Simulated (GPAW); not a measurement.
SrO, 2 atoms in the cell. The structure is cubic, space group Fm-3m (No. 225). Conventional cell: a = 5.133 Å, b = 5.133 Å, c = 5.133 Å, α = 90.00°, β = 90.00°, γ = 90.00°. Sr (site symmetry m-3m) is surrounded by 6 O at 2.57 Å. O (site symmetry m-3m) is surrounded by 6 Sr at 2.57 Å. 

```yaml
Program: GPAW 26.7.0
Task: single point
Functional: PBE
Potentials_or_basis: GPAW PAW data sets (gpaw-data 1.2.1)
Cutoff: 650 eV
Basis: pw
k_mesh: 7 × 7 × 7
Occupations: fermi-dirac, width 0.05 eV
Spin: no spin polarisation
Maxiter: 120
Convergence: default
```

Potentials or basis: GPAW PAW data sets (gpaw-data 1.2.1), pw.

The run is started by

```bash
$ OMP_NUM_THREADS=1 python run.py
```

Hardware: 1 thread of AMD EPYC 7B13 (Zen 3) (shared host).

Problem. How long does it take, and how much memory?

Solution. Run time: 8.1 s on 1 thread of AMD EPYC 7B13 (Zen 3), on a shared host, peak memory 0.15 GiB. Counts: scf iterations 9, plane waves 1299, bands 16, k points 20.
